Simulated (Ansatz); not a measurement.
Calculation for CdTe (CsCl type): DFT, PBE, all-electron LAPW, scalar-relativistic (Ansatz 0.2.0).

The cell comes from a relaxation on PAW files under the same functional, begun from a prototype that needn't be the stable phase.

Command: `ansatz run input.yaml --threads 1 --pin off --max-ram 2048MiB --backend cpu --events-out ev --progress --plain --runs-dir out` It took 11 s on 1 thread of Intel(R) Xeon(R) 6975P-C (Granite Rapids) (shared host), peak memory 0.38 GiB.

```yaml
crystal:
  lattice:
    - [3.7856946592, 0.0, 0.0]
    - [0.0, 3.7856946592, 0.0]
    - [0.0, 0.0, 3.7856946592]
  atoms:
    - { symbol: Cd, position: [0.0, 0.0, 0.0] }
    - { symbol: Te, position: [0.5, 0.5, 0.5] }
kpoints:
  mp_grid: { grid: [11, 11, 11] }
  band_path:
    path:
      - [0.0, 0.0, 0.0]
      - [0.0, 0.5, 0.0]
      - [0.5, 0.5, 0.0]
      - [0.0, 0.0, 0.0]
      - [0.5, 0.5, 0.5]
      - [0.0, 0.5, 0.0]
      - [0.5, 0.5, 0.5]
      - [0.5, 0.5, 0.0]
    npoints: 14
scf:
  occupations: { method: fermi_dirac, width: 0.05 }
hamiltonian:
  xc: pbe
  pseudopotentials: { kind: all_electron, lapw: { basis_error: 0.001 } }
output:
  forces: true
  stress: true
  eigenvalues: true
  populations: true
  dos: { projected: true, de: 0.2, e_range: [-14, 8] }
```

Output:

```
Cd: projections on atomic orbitals take those of the free atom 1s2 2s2 2p6 3s2 3p6 3d10 4s2 4p6 4d10 5s2, of charge +0.00 (hamiltonian.pseudopotentials.projection_atoms)
Te: projections on atomic orbitals take those of the free atom 1s2 2s2 2p6 3s2 3p6 3d10 4s2 4p6 4d10 5s2 5p4, of charge +0.00 (hamiltonian.pseudopotentials.projection_atoms)
LAPW: plane waves up to 6.666 Å⁻¹, error target 1.0e-3 eV per atom; small_component_spin mean_spin; Cd in spheres of 1.670 Å, 20 of its electrons in bands, Dirac shells []; Te in spheres of 1.608 Å, 24 of its electrons in bands, Dirac shells [] (how accurate: hamiltonian.pseudopotentials.lapw.basis_error, Limitations)
Engine: ansatz 0.2.0
Pseudopotentials: kind: all_electron
Pseudopotential: Cd, LAPW, valence charge 20, lapw/all_electron/scalar/gaussian/Cd, Koelling and Harmon's equation, gaussian nucleus
Pseudopotential: Te, LAPW, valence charge 24, lapw/all_electron/scalar/gaussian/Te, Koelling and Harmon's equation, gaussian nucleus
Functional definition: PBE
  parameter kappa = 0.804
  parameter beta = 0.06672455060314922
  exchange = pbe_x(kappa = kappa, mu = beta*pi^2/3)
  correlation = pbe_c(beta = beta)
Crystal: 2 atoms, lattice volume = 54.255 Å³
Basis set: ecut = 169.27378068151214 eV, 257 PW (Γ), exchange–correlation at level 2
Bands: 27, of which v1, the nominal top of the filled ones, is band 22 counted from 1 (21 counted from 0)
Symmetry: 48 space group operations
Space group: Pm-3m (ITA 221), of the structure as read, at distance tolerance 3.8e-5 Å
k-points: 56 of 1331
Non-local potential: Cd, projectors of the file, none
Non-local potential: Te, projectors of the file, none
Initial density: superposition of atomic densities (chi_scale 0.1, normalization cell, long waves kept (reshape's long-wave potential 0.00 eV rms))
Initial wavefunctions: plane waves of lowest kinetic energy (no species holds an atomic orbital)
Functional: x = pbe(κ = 0.804, μ = 0.2195149727645171), c = pbe(β = 0.06672455060314922)
iter 1 solved again at ethr=1.01e-3 eV; its pass at ethr=1.00e-1 eV (dr2=4.43e-1 eV) is discarded
SCF iter   1: F=—  HF=-337119.856515 eV  |F-HF|=—  |Δ(HF+E_count)|=         —  Δρ=1.76e-2  dr2=4.43e-1  ethr=1.01e-3  ⟨swp⟩=2.2  Hψ=9670  notcnv=0
preconditioner: auto → Kerker (q_TF=auto, 2.635 Å⁻¹)  [metal: Δε(μ)=0.024 eV  Ē_g=11.385 eV  σ=0.050 eV  W_gap=0.12  n_scr=18 (ndim 8)  ℏωp=21.4 eV  f_vac=0.000  D(μ)=1.84/eV (n_scr^D=18)]
SCF iter   2: F=—  HF=-337119.678218 eV  |F-HF|=—  |Δ(HF+E_count)|=   1.78e-1  Δρ=7.14e-3  dr2=7.27e-2  ethr=1.01e-3  ⟨swp⟩=2.0  Hψ=4757  notcnv=0
SCF iter   3: F=—  HF=-337119.669278 eV  |F-HF|=—  |Δ(HF+E_count)|=   8.94e-3  Δρ=5.71e-3  dr2=5.03e-2  ethr=1.65e-4  ⟨swp⟩=2.0  Hψ=4497  notcnv=0
SCF iter   4: F=—  HF=-337119.661082 eV  |F-HF|=—  |Δ(HF+E_count)|=   8.20e-3  Δρ=2.54e-3  dr2=1.01e-2  ethr=1.14e-4  ⟨swp⟩=2.0  Hψ=4536  notcnv=0
iter 5 solved again at ethr=1.08e-6 eV; its pass at ethr=2.29e-5 eV (dr2=4.73e-4 eV) is discarded
SCF iter   5: F=—  HF=-337119.661886 eV  |F-HF|=—  |Δ(HF+E_count)|=   8.04e-4  Δρ=6.78e-4  dr2=4.72e-4  ethr=1.08e-6  ⟨swp⟩=2.0  Hψ=7599  notcnv=0
SCF iter   6: F=—  HF=-337119.661917 eV  |F-HF|=—  |Δ(HF+E_count)|=   3.03e-5  Δρ=2.87e-4  dr2=7.13e-5  ethr=1.07e-6  ⟨swp⟩=2.0  Hψ=4499  notcnv=0
SCF iter   7: F=—  HF=-337119.661877 eV  |F-HF|=—  |Δ(HF+E_count)|=   3.98e-5  Δρ=1.48e-4  dr2=1.34e-5  ethr=1.62e-7  ⟨swp⟩=2.0  Hψ=4499  notcnv=0
SCF iter   8: F=—  HF=-337119.661881 eV  |F-HF|=—  |Δ(HF+E_count)|=   4.15e-6  Δρ=2.41e-5  dr2=2.87e-7  ethr=3.04e-8  ⟨swp⟩=2.0  Hψ=4499  notcnv=0
SCF iter   9: F=-337119.661881 eV  HF=-337119.661881 eV  |F-HF|=2.35e-8  |Δ(HF+E_count)|=   3.44e-7  Δρ=8.05e-6  dr2=5.65e-8  ethr=6.52e-10  ⟨swp⟩=3.0  Hψ=4682  notcnv=0
SCF 1 converged in 9 iterations: F = -337119.661881 eV  dr2 = 5.65e-8
NSCF: frozen V_eff on 99 k-points
SCF converged after 9 iterations
Free energy (F): -337119.661881 eV
Harris-Foulkes:  -337119.661881 eV  (|F-HF|=2.35e-8)
Internal energy: -337119.649493 eV  (E = F + TS)
E sigma→0 (E₀):  -337119.655687 eV
Entropy (-TS):   -0.012388 eV (-6.194 meV/atom)
Fermi energy:    12.868590 eV
--- Per-component energies (eV) ---
  E_band       = -1483.756195
  E_kinetic    = 354730.694555
  E_xc         = -9000.433893
  E_electrostatic = -682849.910156  (all electrons and nuclei)
  E_smearing   = -0.012388  (= −TS)
  E_closure    = 0.000000  (closes the sum)
  E_atoms      = -337115.932394  (free atoms, spherical and without spin; not in F)
  Σ components = -337119.661881   (vs F -337119.661881, Δ=0.00e0)
  Basis errors (estimates in eV, not in F): energy 2.7e-4 per atom: plane waves 2.4e-4 (1.3e-4 summed), levels above the bands 5.5e-69, relativity 3.6e-8, radial functions 2.7e-5, core shells 1.6e-9; eigenvalues (radial functions only) 1.5e-5; not estimated: angular momenta, meshes, grids; target (lapw.basis_error) 1.0e-3; muffin-tin radii Cd 1.670 Å, Te 1.608 Å
--- Forces (eV/Å), atoms counted from 1 ---
  atom   1  Cd    -0.00000000    -0.00000000    -0.00000000
  atom   2  Te    -0.00000000    -0.00000000     0.00000000
  max |Σ_I F_I| component: 6.13e-30 eV/Å
--- Stress (GPa, compression-positive) ---
        0.025617       0.000000       0.000000
        0.000000       0.025617       0.000000
        0.000000       0.000000       0.025617
  P = ⅓ Tr σ = 0.0256 GPa (0.256 kbar)
--- Band table (eV; the first three rows and the last of 56) ---
  k-point 0: bands = ["-146.5297", "-96.5672", "-96.5672", "-96.5672", "-89.5919", "-50.6534", "-50.6534", "-50.6534", "-23.8958", "-23.8958", "-23.8886", "-23.8886", "-23.8886", "0.7022", "4.3307", "4.3307", "4.5872", "4.5872", "4.5872", "11.6977", "11.9032", "11.9032", "11.9032", "17.8057", "17.8057", "22.2361", "22.2361"]
  k-point 1: bands = ["-146.5297", "-96.5672", "-96.5672", "-96.5672", "-89.5919", "-50.6535", "-50.6534", "-50.6534", "-23.8958", "-23.8952", "-23.8887", "-23.8887", "-23.8885", "0.7617", "4.3329", "4.3445", "4.5756", "4.5756", "4.5878", "10.6490", "11.9848", "11.9848", "12.7411", "17.8549", "18.2124", "21.7706", "21.8108"]
  k-point 2: bands = ["-146.5297", "-96.5672", "-96.5672", "-96.5672", "-89.5919", "-50.6537", "-50.6534", "-50.6534", "-23.8958", "-23.8935", "-23.8891", "-23.8891", "-23.8885", "0.9319", "4.3387", "4.3797", "4.5449", "4.5449", "4.5895", "9.4555", "12.2171", "12.2171", "13.4457", "17.9994", "19.0193", "20.8301", "20.8301"]
  k-point 55: bands = ["-146.5297", "-96.5672", "-96.5672", "-96.5672", "-89.5919", "-50.6543", "-50.6543", "-50.6543", "-23.8922", "-23.8922", "-23.8922", "-23.8839", "-23.8839", "3.0006", "4.2350", "4.2350", "4.3249", "4.7068", "4.7068", "10.4073", "10.5926", "10.5926", "12.8313", "13.9870", "13.9870", "14.7231", "28.1874"]
--- Löwdin populations: 2 sites ---
  site symbol       q [e]
     0     Cd     47.1237
     1     Te     52.6484
  spilling = 0.002279 (of n_electrons = 100.000000)
```

populations.tsv:

```
# site	symbol	l	j	q
# orbitals = lowdin
# n_electrons = 100.000000
# spilling = 0.002279
# projection_atom_Cd: 1s2 2s2 2p6 3s2 3p6 3d10 4s2 4p6 4d10 5s2
# projection_atom_Te: 1s2 2s2 2p6 3s2 3p6 3d10 4s2 4p6 4d10 5s2 5p4
0	Cd	0_1S	-	2.000000
0	Cd	0_2S	-	1.999991
0	Cd	0_3S	-	1.999865
0	Cd	0_4S	-	1.997740
0	Cd	0_5S	-	1.139576
0	Cd	1_2P	-	6.000000
0	Cd	1_3P	-	5.999998
0	Cd	1_4P	-	5.999760
0	Cd	2_3D	-	10.000000
0	Cd	2_4D	-	9.986726
1	Te	0_1S	-	2.000000
1	Te	0_2S	-	1.999998
1	Te	0_3S	-	1.999977
1	Te	0_4S	-	1.999691
1	Te	0_5S	-	1.978066
1	Te	1_2P	-	6.000000
1	Te	1_3P	-	5.999997
1	Te	1_4P	-	5.999701
1	Te	1_5P	-	4.671170
1	Te	2_3D	-	10.000000
1	Te	2_4D	-	9.999799
```

Next run (volume at 0.94 of the series' base cell), as changes to the input before:

```diff
   lattice:
-    - [3.7856946592, 0.0, 0.0]
-    - [0.0, 3.7856946592, 0.0]
-    - [0.0, 0.0, 3.7856946592]
+    - [3.7084139, 0.0, 0.0]
+    - [0.0, 3.7084139, 0.0]
+    - [0.0, 0.0, 3.7084139]
   atoms:
   mp_grid: { grid: [11, 11, 11] }
-  band_path:
-    path:
-      - [0.0, 0.0, 0.0]
-      - [0.0, 0.5, 0.0]
-      - [0.5, 0.5, 0.0]
-      - [0.0, 0.0, 0.0]
-      - [0.5, 0.5, 0.5]
-      - [0.0, 0.5, 0.0]
-      - [0.5, 0.5, 0.5]
-      - [0.5, 0.5, 0.0]
-    npoints: 14
 scf:
   populations: true
-  dos: { projected: true, de: 0.2, e_range: [-14, 8] }
```

Command: `ansatz run input.yaml --threads 1 --pin off --max-ram 2048MiB --backend cpu --events-out ev --progress --plain --runs-dir out` It took 7.9 s on 1 thread of Intel(R) Xeon(R) 6975P-C (Granite Rapids), with other jobs on the host, peak memory 0.4 GiB.

Results part of the output:

```
SCF 1 converged in 9 iterations: F = -337119.630162 eV  dr2 = 3.92e-8
SCF converged after 9 iterations
Free energy (F): -337119.630162 eV
Harris-Foulkes:  -337119.630162 eV  (|F-HF|=2.08e-8)
Internal energy: -337119.618535 eV  (E = F + TS)
E sigma→0 (E₀):  -337119.624348 eV
Entropy (-TS):   -0.011627 eV (-5.814 meV/atom)
Fermi energy:    14.064782 eV
--- Per-component energies (eV) ---
  E_band       = -1437.028280
  E_kinetic    = 354733.724486
  E_xc         = -9001.268947
  E_electrostatic = -682852.074074  (all electrons and nuclei)
  E_smearing   = -0.011627  (= −TS)
  E_closure    = 0.000000  (closes the sum)
  E_atoms      = -337115.932394  (free atoms, spherical and without spin; not in F)
  Σ components = -337119.630162   (vs F -337119.630162, Δ=0.00e0)
  Basis errors (estimates in eV, not in F): energy 2.7e-4 per atom: plane waves 2.4e-4 (1.3e-4 summed), levels above the bands 3.7e-69, relativity 2.6e-8, radial functions 2.4e-5, core shells 3.4e-9; eigenvalues (radial functions only) 1.7e-5; not estimated: angular momenta, meshes, grids; target (lapw.basis_error) 1.0e-3; muffin-tin radii Cd 1.634 Å, Te 1.578 Å
--- Forces (eV/Å), atoms counted from 1 ---
  atom   1  Cd    -0.00000000    -0.00000000    -0.00000000
  atom   2  Te    -0.00000000     0.00000000     0.00000000
  max |Σ_I F_I| component: 3.09e-30 eV/Å
--- Stress (GPa, compression-positive) ---
        3.292936       0.000000       0.000000
        0.000000       3.292936       0.000000
        0.000000       0.000000       3.292936
  P = ⅓ Tr σ = 3.2929 GPa (32.929 kbar)
--- Band table (eV; the first three rows and the last of 56) ---
  k-point 0: bands = ["-145.4427", "-95.4815", "-95.4815", "-95.4815", "-88.5047", "-49.5663", "-49.5663", "-49.5663", "-22.8172", "-22.8172", "-22.8077", "-22.8077", "-22.8077", "1.4748", "5.3641", "5.3641", "5.6692", "5.6692", "5.6692", "12.9849", "12.9849", "12.9849", "13.0789", "18.9271", "18.9271", "23.8884", "23.8884"]
  k-point 1: bands = ["-145.4427", "-95.4815", "-95.4815", "-95.4815", "-88.5047", "-49.5664", "-49.5663", "-49.5663", "-22.8171", "-22.8163", "-22.8079", "-22.8079", "-22.8077", "1.5411", "5.3668", "5.3796", "5.6550", "5.6550", "5.6700", "11.7808", "13.0759", "13.0759", "14.0448", "18.9746", "19.3772", "23.3817", "23.4018"]
  k-point 2: bands = ["-145.4427", "-95.4815", "-95.4815", "-95.4815", "-88.5047", "-49.5668", "-49.5663", "-49.5663", "-22.8171", "-22.8141", "-22.8084", "-22.8084", "-22.8076", "1.7315", "5.3740", "5.4187", "5.6175", "5.6175", "5.6720", "10.4827", "13.3356", "13.3356", "14.7847", "19.1137", "20.3574", "22.3054", "22.3054"]
  k-point 55: bands = ["-145.4427", "-95.4815", "-95.4815", "-95.4815", "-88.5046", "-49.5676", "-49.5676", "-49.5676", "-22.8126", "-22.8126", "-22.8126", "-22.8014", "-22.8014", "4.1092", "5.2326", "5.2326", "5.3598", "5.8109", "5.8109", "11.4244", "11.6377", "11.6377", "14.0030", "14.9773", "14.9773", "15.8476", "29.9287"]
--- Löwdin populations: 2 sites ---
  site symbol       q [e]
     0     Cd     47.1069
     1     Te     52.6508
  spilling = 0.002424 (of n_electrons = 100.000000)
```

Next run (volume at 0.88 of the series' base cell), as changes to the input before:

```diff
   lattice:
-    - [3.7084139, 0.0, 0.0]
-    - [0.0, 3.7084139, 0.0]
-    - [0.0, 0.0, 3.7084139]
+    - [3.6277705126, 0.0, 0.0]
+    - [0.0, 3.6277705126, 0.0]
+    - [0.0, 0.0, 3.6277705126]
   atoms:
```

Results part of the output:

```
SCF 1 converged in 9 iterations: F = -337119.518824 eV  dr2 = 2.09e-8
SCF converged after 9 iterations
Free energy (F): -337119.518824 eV
Harris-Foulkes:  -337119.518824 eV  (|F-HF|=6.58e-9)
Internal energy: -337119.508121 eV  (E = F + TS)
E sigma→0 (E₀):  -337119.513472 eV
Entropy (-TS):   -0.010703 eV (-5.351 meV/atom)
Fermi energy:    15.423747 eV
--- Per-component energies (eV) ---
  E_band       = -1384.306651
  E_kinetic    = 354737.533043
  E_xc         = -9002.250218
  E_electrostatic = -682854.790946  (all electrons and nuclei)
  E_smearing   = -0.010703  (= −TS)
  E_closure    = 0.000000  (closes the sum)
  E_atoms      = -337115.932394  (free atoms, spherical and without spin; not in F)
  Σ components = -337119.518824   (vs F -337119.518824, Δ=0.00e0)
  Basis errors (estimates in eV, not in F): energy 2.7e-4 per atom: plane waves 2.4e-4 (1.3e-4 summed), levels above the bands 2.6e-69, relativity 3.0e-8, radial functions 2.3e-5, core shells 7.5e-9; eigenvalues (radial functions only) 1.8e-5; not estimated: angular momenta, meshes, grids; target (lapw.basis_error) 1.0e-3; muffin-tin radii Cd 1.595 Å, Te 1.546 Å
--- Forces (eV/Å), atoms counted from 1 ---
  atom   1  Cd    -0.00000000     0.00000000    -0.00000000
  atom   2  Te    -0.00000000    -0.00000000     0.00000000
  max |Σ_I F_I| component: 3.75e-30 eV/Å
--- Stress (GPa, compression-positive) ---
        7.956052      -0.000000       0.000000
       -0.000000       7.956052       0.000000
        0.000000       0.000000       7.956052
  P = ⅓ Tr σ = 7.9561 GPa (79.561 kbar)
--- Band table (eV; the first three rows and the last of 56) ---
  k-point 0: bands = ["-144.2113", "-94.2518", "-94.2518", "-94.2518", "-87.2833", "-48.3455", "-48.3455", "-48.3455", "-21.5965", "-21.5965", "-21.5839", "-21.5839", "-21.5839", "2.3363", "6.5176", "6.5176", "6.8838", "6.8838", "6.8838", "14.2107", "14.2107", "14.2107", "14.6702", "20.2060", "20.2060", "25.7649", "25.7649"]
  k-point 1: bands = ["-144.2113", "-94.2518", "-94.2518", "-94.2518", "-87.2833", "-48.3457", "-48.3455", "-48.3455", "-21.5965", "-21.5954", "-21.5842", "-21.5842", "-21.5839", "2.4100", "6.5210", "6.5351", "6.8662", "6.8662", "6.8846", "13.0518", "14.3128", "14.3128", "15.5601", "20.2509", "20.7021", "25.2037", "25.2037"]
  k-point 2: bands = ["-144.2113", "-94.2518", "-94.2518", "-94.2518", "-87.2833", "-48.3461", "-48.3454", "-48.3454", "-21.5964", "-21.5924", "-21.5849", "-21.5849", "-21.5838", "2.6228", "6.5299", "6.5781", "6.8198", "6.8198", "6.8868", "11.6496", "14.6045", "14.6045", "16.3249", "20.3822", "21.8591", "23.9740", "23.9740"]
  k-point 55: bands = ["-144.2113", "-94.2518", "-94.2518", "-94.2518", "-87.2832", "-48.3474", "-48.3474", "-48.3474", "-21.5907", "-21.5906", "-21.5906", "-21.5754", "-21.5754", "5.3531", "6.3388", "6.3388", "6.5263", "7.0523", "7.0523", "12.5888", "12.8371", "12.8371", "15.3093", "16.1035", "16.1035", "17.1453", "31.8522"]
--- Löwdin populations: 2 sites ---
  site symbol       q [e]
     0     Cd     47.0901
     1     Te     52.6506
  spilling = 0.002593 (of n_electrons = 100.000000)
```

Next run (volume at 0.8 of the series' base cell), as changes to the input before:

```diff
   lattice:
-    - [3.6277705126, 0.0, 0.0]
-    - [0.0, 3.6277705126, 0.0]
-    - [0.0, 0.0, 3.6277705126]
+    - [3.5143276115, 0.0, 0.0]
+    - [0.0, 3.5143276115, 0.0]
+    - [0.0, 0.0, 3.5143276115]
   atoms:
```

Results part of the output:

```
SCF 1 converged in 9 iterations: F = -337119.183745 eV  dr2 = 1.77e-8
SCF converged after 9 iterations
Free energy (F): -337119.183745 eV
Harris-Foulkes:  -337119.183745 eV  (|F-HF|=1.05e-8)
Internal energy: -337119.173375 eV  (E = F + TS)
E sigma→0 (E₀):  -337119.178560 eV
Entropy (-TS):   -0.010370 eV (-5.185 meV/atom)
Fermi energy:    17.533057 eV
--- Per-component energies (eV) ---
  E_band       = -1302.528683
  E_kinetic    = 354744.312208
  E_xc         = -9003.843509
  E_electrostatic = -682859.642073  (all electrons and nuclei)
  E_smearing   = -0.010370  (= −TS)
  E_closure    = 0.000000  (closes the sum)
  E_atoms      = -337115.932394  (free atoms, spherical and without spin; not in F)
  Σ components = -337119.183745   (vs F -337119.183745, Δ=0.00e0)
  Basis errors (estimates in eV, not in F): energy 2.7e-4 per atom: plane waves 2.5e-4 (1.3e-4 summed), levels above the bands 1.3e-69, relativity 4.2e-8, radial functions 2.1e-5, core shells 2.2e-8; eigenvalues (radial functions only) 2.4e-5; not estimated: angular momenta, meshes, grids; target (lapw.basis_error) 1.0e-3; muffin-tin radii Cd 1.542 Å, Te 1.502 Å
--- Forces (eV/Å), atoms counted from 1 ---
  atom   1  Cd    -0.00000000     0.00000000    -0.00000000
  atom   2  Te    -0.00000000    -0.00000000     0.00000000
  max |Σ_I F_I| component: 3.22e-30 eV/Å
--- Stress (GPa, compression-positive) ---
       17.576459       0.000000      -0.000000
        0.000000      17.576459       0.000000
       -0.000000       0.000000      17.576459
  P = ⅓ Tr σ = 17.5765 GPa (175.765 kbar)
--- Band table (eV; the first three rows and the last of 56) ---
  k-point 0: bands = ["-142.2979", "-92.3414", "-92.3414", "-92.3414", "-85.3925", "-46.4559", "-46.4559", "-46.4559", "-19.7031", "-19.7031", "-19.6842", "-19.6842", "-19.6842", "3.6540", "8.2889", "8.2889", "8.7622", "8.7622", "8.7622", "16.1213", "16.1213", "16.1213", "17.2022", "22.2180", "22.2180", "28.6994", "28.6994"]
  k-point 1: bands = ["-142.2979", "-92.3414", "-92.3414", "-92.3414", "-85.3925", "-46.4562", "-46.4559", "-46.4559", "-19.7030", "-19.7014", "-19.6846", "-19.6846", "-19.6842", "3.7387", "8.2933", "8.3091", "8.7384", "8.7384", "8.7631", "15.0116", "16.2415", "16.2415", "17.9963", "22.2575", "22.7802", "28.0086", "28.0086"]
  k-point 2: bands = ["-142.2979", "-92.3415", "-92.3414", "-92.3414", "-85.3925", "-46.4570", "-46.4558", "-46.4558", "-19.7029", "-19.6969", "-19.6857", "-19.6857", "-19.6841", "3.9851", "8.3054", "8.3570", "8.6761", "8.6761", "8.7657", "13.4749", "16.5853", "16.5853", "18.7710", "22.3726", "24.1804", "26.5695", "26.5695"]
  k-point 55: bands = ["-142.2979", "-92.3415", "-92.3415", "-92.3415", "-85.3922", "-46.4590", "-46.4590", "-46.4590", "-19.6946", "-19.6946", "-19.6946", "-19.6713", "-19.6713", "7.2445", "8.0220", "8.0220", "8.3592", "8.9771", "8.9771", "14.4269", "14.7370", "14.7370", "17.3117", "17.8721", "17.8721", "19.2176", "34.7395"]
--- Löwdin populations: 2 sites ---
  site symbol       q [e]
     0     Cd     47.0722
     1     Te     52.6415
  spilling = 0.002863 (of n_electrons = 100.000000)
```

Spin–orbit coupling is left out, which matters for the heavy atoms.
